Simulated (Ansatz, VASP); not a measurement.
## CaO (Lime): VASP beside Ansatz

File POSCAR:

```
CaO
1.0
    0.0000000000      2.3975473904      2.3975473904
    2.3975473904      0.0000000000      2.3975473904
    2.3975473904      2.3975473904      0.0000000000
Ca O
1 1
Direct
    0.0000000000      0.0000000000      0.0000000000
    0.5000000000      0.5000000000      0.5000000000
```

Contents of INCAR.step1:

```
PREC = Accurate ; ENCUT = 520
ISMEAR = 0 ; SIGMA = 0.01
LREAL = False ; LASPH = True
NELM = 60 ; NBANDS = 15
GGA = PE ; ALGO = Normal
EDIFF = 1E-4 ; LWAVE = True
LCHARG = False
```

File INCAR.step2:

```
PREC = Accurate ; ENCUT = 520
EDIFF = 1E-6 ; ISMEAR = 0
SIGMA = 0.01 ; LREAL = False
LASPH = True ; NELM = 60
ALGO = Normal ; ISIF = 2
LWAVE = False ; LCHARG = False
METAGGA = R2SCAN ; LMIXTAU = True
NBANDS = 15 ; ISTART = 1
```

File KPOINTS:

```
regular mesh
0
Gamma
  8 8 8
```

Input for Ansatz:

```yaml
crystal:
  lattice:
    - [0.0, 2.3975473904, 2.3975473904]
    - [2.3975473904, 0.0, 2.3975473904]
    - [2.3975473904, 2.3975473904, 0.0]
  atoms:
    - { symbol: Ca, position: [0.0, 0.0, 0.0] }
    - { symbol: O, position: [0.5, 0.5, 0.5] }
kpoints:
  mp_grid: { grid: [8, 8, 8] }
hamiltonian:
  xc: r2scan
scf:
  occupations: { method: fixed }
  n_extra_bands: 4
output:
  forces: true
  stress: true
  eigenvalues: true
```

Alike in both runs: task single point; functional r2SCAN; k mesh 8 × 8 × 8; no spin polarisation.

```csv
,VASP,Ansatz
version,VASP 6.6.1,Ansatz 0.2.0
potentials or method,"VASP PAW PBE potentials, release 64 (Ca_sv, O)","plane waves, PAW"
plane-wave cutoff (eV),520,500
occupations,"gaussian, width 0.01 eV",fixed
valence electrons in the cell,16,16
```

```tsv
	VASP	Ansatz	Ansatz less VASP
gap on the k mesh at the Fermi level (eV)	4.19	4.20	+0.012
pressure (GPa)	1.0	0.0	-1.05
```

Caveats: the PAW data sets were made with another functional, which shifts forces and pressure a little (VASP). A k mesh can miss the band edges.
